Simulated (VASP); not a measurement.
# TiO2 (P4_2/mnm) in VASP: notebook, part 2 of 2

VASP 6.6.1. The steps go on from the part before.

## (3) Relaxation of cell and atoms, PBE

Contents of INCAR:

```
ALGO = Normal ; EDIFF = 1E-6
EDIFFG = -0.005 ; ENCUT = 600
GGA = PE ; IBRION = 2
ISIF = 3 ; ISMEAR = -1
LASPH = True ; LCHARG = False
LREAL = False ; LWAVE = False
NELM = 100 ; NSW = 40
PREC = Accurate ; SIGMA = 0.05
```

Contents of KPOINTS:

```
k-points
0
Gamma
  6 6 9
```

Contents of POSCAR:

```
TiO2
1.0
    4.5998373239      0.0000000000      0.0000000000
    0.0000000000      4.5998373239      0.0000000000
    0.0000000000      0.0000000000      2.9592135600
Ti O
2 4
Direct
    0.0000000000      0.0000000000      0.5000000000
    0.5000000000      0.5000000000      0.0000000000
    0.3043213200      0.3043213200      0.5000000000
    0.1956786800      0.8043213200      0.0000000000
    0.8043213200      0.1956786800      0.0000000000
    0.6956786800      0.6956786800      0.5000000000
```

Potentials or basis: VASP PAW PBE potentials, release 54 (Ti_sv, O).

On the command line:

```sh
cat potpaw_PBE.54/Ti_sv/POTCAR potpaw_PBE.54/O/POTCAR > POTCAR
mpirun -np 1 vasp_std > vasp.out
```

OUTCAR:

```text
EDIFF = 1E-6
   EDIFFG = -0.005
   ENCUT = 600
   GGA = PE
   IBRION = 2
   ISIF = 3
   ISMEAR = -1
   LASPH = True
   LREAL = False
   NELM = 100
   NSW = 40
   PREC = Accurate

 ion  position               nearest neighbor table
   1  0.000  0.000  0.500-   4 1.95   5 1.95   4 1.95   5 1.95   3 1.98   6 1.98
   2  0.500  0.500  0.000-   3 1.95   6 1.95   3 1.95   6 1.95   5 1.98   4 1.98
   3  0.304  0.304  0.500-   2 1.95   2 1.95   1 1.98
   4  0.196  0.804  0.000-   1 1.95   1 1.95   2 1.98
   5  0.804  0.196  0.000-   1 1.95   1 1.95   2 1.98
   6  0.696  0.696  0.500-   2 1.95   2 1.95   1 1.98

  LATTYP: Found a simple tetragonal cell.
 ALAT       =     4.5998373239
 C/A-ratio  =     0.6433300466

  Lattice vectors:

 A1 = (   4.5998373239,   0.0000000000,   0.0000000000)
 A2 = (   0.0000000000,   4.5998373239,   0.0000000000)
 A3 = (   0.0000000000,   0.0000000000,   2.9592135600)

Analysis of symmetry for initial positions (statically):
=====================================================================
 Subroutine PRICEL returns:
 Original cell was already a primitive cell.

 Routine SETGRP: Setting up the symmetry group for a
 simple tetragonal supercell.

 Subroutine GETGRP returns: Found 16 space group operations
 (whereof  8 operations were pure point group operations)
 out of a pool of 16 trial point group operations.

The static configuration has the point symmetry D_2h.
 The point group associated with its full space group is D_4h.

Analysis of symmetry for dynamics (positions and initial velocities):
=====================================================================
 Subroutine PRICEL returns:
 Original cell was already a primitive cell.

 Routine SETGRP: Setting up the symmetry group for a
[... 140 lines left out ...]
   GGA     = PE    functional components
   LHFCALC =     F    Hartree Fock is set to
   AEXX    =    0.0000 exact exchange contribution
   IVDW    =     0    specifies the selected vdW correction
   LEPSILON=     F    determine dielectric tensor
   LRPA    =     F    only Hartree local field effects (RPA)
 conjugate gradient relaxation of ions
 non-spin polarized calculation
  energy-cutoff  :      600.00
  volume of cell :       62.61
 maximum number of plane-waves:      2112
 NGX is ok and might be reduce to    40
   NGX = 19   NGY = 19   NGZ = 11

--------------------------------------- Ionic step        1  -------------------------------------------

 number of electron      47.9999988 magnetization

 Free energy of the ion-electron system (eV)
  ---------------------------------------------------
  ext. energy  EPLUGINS =         0.00000000
  ---------------------------------------------------
  free energy    TOTEN  =       -53.66097845 eV

  energy without entropy =      -53.66097845  energy(sigma->0) =      -53.66097845

------------------------ aborting loop because EDIFF is reached ----------------------------------------

  FORCE on cell =-STRESS in cart. coord.  units (eV):
  Direction    XX          YY          ZZ          XY          YZ          ZX
  --------------------------------------------------------------------------------------
  -------------------------------------------------------------------------------------
  Total        1.8976419      1.8976419      1.6898015      0.0000000      0.0000000      0.0000000
  in kB       48.5583136     48.5583136     43.2399338      0.0000000      0.0000000      0.0000000
  external PRESSURE =      46.7855203 kB  Pullay stress =       0.0000000 kB
[... 147 lines left out ...]
--------------------------------------- Ionic step        5  -------------------------------------------

 number of electron      47.9999980 magnetization

 Free energy of the ion-electron system (eV)
  ---------------------------------------------------
  ext. energy  EPLUGINS =         0.00000000
  ---------------------------------------------------
  free energy    TOTEN  =       -53.68127541 eV

  energy without entropy =      -53.68127541  energy(sigma->0) =      -53.68127541

 E-fermi :   5.4483     XC(G=0): -11.2763

 val. band max:        4.5632127478   @ k =   0.0000   0.0000   0.0000
 cond. band min:       6.3890729138   @ k =   0.0000   0.0000   0.0000
 fundamental gap:      1.8258601660
 Fermi energy:         5.4483274921

 k-point     1 :       0.0000    0.0000    0.0000
  band No.  band energies     occupation
      1     -52.4076      2.00000
      2     -52.3929      2.00000
      3     -28.6929      2.00000
      4     -28.6929      2.00000
      5     -28.5442      2.00000
      6     -28.5442      2.00000
[... 733 lines left out ...]
     27       7.6517      0.00000
     28       7.6517      0.00000

 [... further k-points ...]

------------------------ aborting loop because EDIFF is reached ----------------------------------------

  FORCE on cell =-STRESS in cart. coord.  units (eV):
  Direction    XX          YY          ZZ          XY          YZ          ZX
  --------------------------------------------------------------------------------------
  -------------------------------------------------------------------------------------
  Total        0.0101139      0.0101139      0.0194796      0.0000000      0.0000000      0.0000000
  in kB        0.2531543      0.2531543      0.4875838      0.0000000      0.0000000      0.0000000
  external PRESSURE =       0.3312975 kB  Pullay stress =       0.0000000 kB
[... 21 lines left out ...]
  FREE ENERGIE OF THE ION-ELECTRON SYSTEM (eV)
  ---------------------------------------------------
  free  energy   TOTEN  =       -53.6812754084 eV

  energy  without entropy=      -53.6812754077  energy(sigma->0) =      -53.68127541

 reached required accuracy - stopping structural energy minimisation
```

OSZICAR:

```text
N       E                     dE             d eps       ncg     rms          rms(c)
DAV:   1     0.730436473477E+03    0.73044E+03   -0.27519E+04  2800   0.225E+03
[... 48 lines left out ...]
       N       E                     dE             d eps       ncg     rms          rms(c)
DAV:   1    -0.536820320609E+02   -0.94007E-03   -0.12027E-01  2800   0.311E+00    0.215E-01
DAV:   2    -0.536816177083E+02    0.41435E-03   -0.50007E-03  3236   0.648E-01    0.130E-01
DAV:   3    -0.536813258595E+02    0.29185E-03   -0.99947E-04  3300   0.235E-01    0.561E-02
DAV:   4    -0.536812759005E+02    0.49959E-04   -0.27462E-04  4212   0.151E-01    0.215E-02
DAV:   5    -0.536812753845E+02    0.51604E-06   -0.37271E-05  3696   0.544E-02    0.113E-02
DAV:   6    -0.536812754084E+02   -0.23912E-07   -0.26186E-06  2404   0.160E-02
   5 F= -.53681275E+02 E0= -.53681275E+02  d E =-.204302E-02
```

CONTCAR:

```text
TiO2
   1.00000000000000
     4.6448147386891225   -0.0000000000000000    0.0000000000000000
     0.0000000000000000    4.6448147386891225    0.0000000000000000
     0.0000000000000000    0.0000000000000000    2.9669157265185997
  Ti              O
     2     4
Direct
     0.0000000000000000    0.0000000000000000    0.5000000000000000
     0.5000000000000000    0.5000000000000000    0.0000000000000000
     0.3050217576651464    0.3050217576651464    0.5000000000000000
     0.1949782423348535    0.8050217576651466    0.0000000000000000
     0.8050217576651466    0.1949782423348535    0.0000000000000000
     0.6949782423348534    0.6949782423348534    0.5000000000000000

  0.00000000E+00  0.00000000E+00  0.00000000E+00
  0.00000000E+00  0.00000000E+00  0.00000000E+00
  0.00000000E+00  0.00000000E+00  0.00000000E+00
  0.00000000E+00  0.00000000E+00  0.00000000E+00
  0.00000000E+00  0.00000000E+00  0.00000000E+00
  0.00000000E+00  0.00000000E+00  0.00000000E+00
```

Wall time 2.1 min (1 thread of Intel Xeon 6975P-C (Granite Rapids), shared host); peak memory 0.25 GiB.

Results:

* Free energy: -53.6813 eV
* Relaxed volume: 10.67 Å³/atom
* Relaxed cell: a = 4.645 Å, b = 4.645 Å, c = 2.967 Å, α = 90.00°, β = 90.00°, γ = 90.00°
* Space group after relaxing (to 0.05 Å): P4_2/mnm (No. 136)
* Energy gained by relaxing: 3.4 meV/atom
* Ionic steps: 5
* Pressure after relaxing: 0.0 GPa
* Largest force after relaxing: 0.005 eV/Å
* Band gap on the k mesh: 1.83 eV, direct

Forces on the atoms (eV/Å):
```
Ti   0.000  0.000  0.000
Ti   0.000  0.000  0.000
O   -0.003 -0.003  0.000
O    0.003 -0.003  0.000
O   -0.003  0.003  0.000
O    0.003  0.003  0.000
```

The path:
| step | energy change (eV) | largest force (eV/Å) | pressure (GPa) | volume (Å³) |
| --- | --- | --- | --- | --- |
| 1 | 0.0000 | 0.0197 | 4.68 | 62.61 |
| 2 | 0.0066 | 0.1941 | -5.05 | 65.41 |
| 3 | -0.0183 | 0.0811 | -0.03 | 63.88 |
| 4 | -0.0201 | 0.0223 | 0.02 | 63.97 |
| 5 | -0.0203 | 0.0049 | 0.03 | 64.01 |

Final structure:
```cif
data_structure
_symmetry_space_group_name_H-M 'P 1'
_symmetry_Int_Tables_number 1
_cell_length_a 4.6448
_cell_length_b 4.6448
_cell_length_c 2.9669
_cell_angle_alpha 90.000
_cell_angle_beta 90.000
_cell_angle_gamma 90.000
_cell_volume 64.01
loop_
_atom_site_label
_atom_site_type_symbol
_atom_site_fract_x
_atom_site_fract_y
_atom_site_fract_z
_atom_site_occupancy
Ti1 Ti 0.00000 0.00000 0.50000 1
Ti2 Ti 0.50000 0.50000 0.00000 1
O1 O 0.30502 0.30502 0.50000 1
O2 O 0.19498 0.80502 0.00000 1
O3 O 0.80502 0.19498 0.00000 1
O4 O 0.69498 0.69498 0.50000 1
```

Caveat: an odd mesh through Γ misses points on the zone boundary, where band edges often lie.

## (4) Relaxation of cell and atoms, PBE

Contents of INCAR:

```
SYSTEM = TiO2
PREC = Accurate
ENCUT = 580
EDIFF = 1E-6
ISMEAR = -1
SIGMA = 0.05
LREAL = .False.
LASPH = .True.
NELM = 100
ALGO = Normal
ISIF = 3
LWAVE = .False.
LCHARG = .False.
GGA = PE
IBRION = 2
NSW = 40
EDIFFG = -0.01
```

Contents of KPOINTS:

```
Automatic mesh
0
Gamma
  6 6 9
  0 0 0
```

POSCAR is that of step 3.

Potentials or basis: VASP PAW PBE potentials, release 54 (Ti, O).

On the command line:

```sh
cat potpaw_PBE.54/Ti/POTCAR potpaw_PBE.54/O/POTCAR > POTCAR
mpirun -np 1 vasp_std > vasp.out
```

It took 75 s on 1 thread of Intel Xeon 6975P-C (Granite Rapids), shared host; peak memory 0.22 GiB.

It converged, with:

```yaml
Free_energy: -52.8241 eV
Relaxed_volume: 10.75 Å³/atom
Relaxed_cell: a = 4.661 Å, b = 4.661 Å, c = 2.969 Å, α = 90.00°, β = 90.00°, γ = 90.00°
Space_group_after_relaxing_to_0.05_Å: P4_2/mnm (No. 136)
Energy_gained_by_relaxing: 6.7 meV/atom
Ionic_steps: 5
Pressure_after_relaxing: 0.0 GPa
Largest_force_after_relaxing: 0.007 eV/Å
Band_gap_on_the_k_mesh: 1.66 eV, direct
```

Forces in eV/Å, atoms in the order of the input:
```
Ti   0.000  0.000  0.000
Ti   0.000  0.000  0.000
O   -0.005 -0.005  0.000
O    0.005 -0.005  0.000
O   -0.005  0.005  0.000
O    0.005  0.005  0.000
```

Step by step:
| step | energy change (eV) | largest force (eV/Å) | pressure (GPa) | volume (Å³) |
| --- | --- | --- | --- | --- |
| 1 | 0.0000 | 0.1003 | 6.98 | 62.61 |
| 2 | 0.0319 | 0.3010 | -8.32 | 66.83 |
| 3 | -0.0368 | 0.0803 | -0.02 | 64.34 |
| 4 | -0.0399 | 0.0192 | -0.01 | 64.46 |
| 5 | -0.0402 | 0.0066 | -0.01 | 64.51 |

Final structure:
```yaml
crystal:
  lattice:
    - [4.66132, 0.00000, 0.00000]
    - [0.00000, 4.66132, 0.00000]
    - [0.00000, 0.00000, 2.96891]
  atoms:
    - { symbol: Ti, position: [0.00000, 0.00000, 0.50000] }
    - { symbol: Ti, position: [0.50000, 0.50000, 0.00000] }
    - { symbol: O, position: [0.30471, 0.30471, 0.50000] }
    - { symbol: O, position: [0.19529, 0.80471, 0.00000] }
    - { symbol: O, position: [0.80471, 0.19529, 0.00000] }
    - { symbol: O, position: [0.69529, 0.69529, 0.50000] }
```

Levels at points of the mesh, in eV from the valence-band top:
| k point | band 13 | band 14 | band 15 | band 16 | band 17 | band 18 | band 19 | band 20 |
| --- | --- | --- | --- | --- | --- | --- | --- | --- |
| (0.00, 0.00, 0.00) | -0.60 | -0.36 | -0.36 | 0.00 | 1.66 | 1.93 | 2.20 | 2.26 |
| (0.50, 0.00, 0.00) | -1.51 | -1.51 | -0.68 | -0.68 | 2.29 | 2.29 | 2.74 | 2.74 |
| (0.50, 0.50, 0.00) | -1.19 | -1.19 | -0.99 | -0.99 | 1.68 | 1.68 | 2.28 | 2.28 |

Caveat: an odd mesh through Γ misses points on the zone boundary, where band edges often lie. PBE gaps usually lie below the measured ones, often by a third to a half.

## (5) Overview

| potentials or basis | cutoff (eV) | gap on the mesh (eV) | pressure (GPa) | relaxed volume (Å³/atom) |
| --- | --- | --- | --- | --- |
| VASP PAW PBE potentials, release 64 (Ti_sv, O_s) | 480 | 1.81 | 0.0 | 10.67 |
| VASP PAW PBE potentials, release 54 (Ti_sv, O) | 600 | 1.83 | 0.0 | 10.67 |
| VASP PAW PBE potentials, release 54 (Ti, O) | 580 | 1.66 | 0.0 | 10.75 |

Alike in all rows: task relaxation of cell and atoms; level PBE; no spin polarisation; cell relaxed; k mesh 6 × 6 × 9; smearing fermi-dirac 0.05 eV.

Caveats: an odd mesh through Γ misses points on the zone boundary, where band edges often lie.

Absolute energies hang on the potentials; compare differences alone.
